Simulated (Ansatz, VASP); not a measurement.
# Ta: VASP beside Ansatz

```xyz
1
Lattice="-1.6594 1.6594 1.6594 1.6594 -1.6594 1.6594 1.6594 1.6594 -1.6594" Properties=species:S:1:pos:R:3 pbc="T T T"
Ta    0.0000    0.0000    0.0000
```

Alike in both runs: functional PBE; k mesh 18 × 18 × 18; occupations gaussian, width 0.1 eV; no spin polarisation.

Ansatz relaxed the structure, and its values are those at the end. VASP's run is a single point on that final structure, the one shown.

|  | VASP | Ansatz |
| --- | --- | --- |
| version | VASP 6.6.1 | Ansatz 0.2.0 |
| potentials or method | VASP PAW PBE potentials, release 64 (Ta_pv) | scalar-relativistic, plane waves, PAW |
| plane-wave cutoff (eV) | 520 | 420 |
| valence electrons in the cell | 11 | 13 |

Ansatz gave:

* gap on the k mesh at the Fermi level (eV): none
* pressure (GPa): 0.0

Problem. Which values does VASP return?

Solution. gap on the k mesh at the Fermi level (eV): none; pressure (GPa): 0.1.

A gap of «none» marks a metal or a gap that the smearing closes. The two sets of potentials don't hold the same shells in valence.

Spin-orbit coupling is left out, which matters for the levels of Ta.
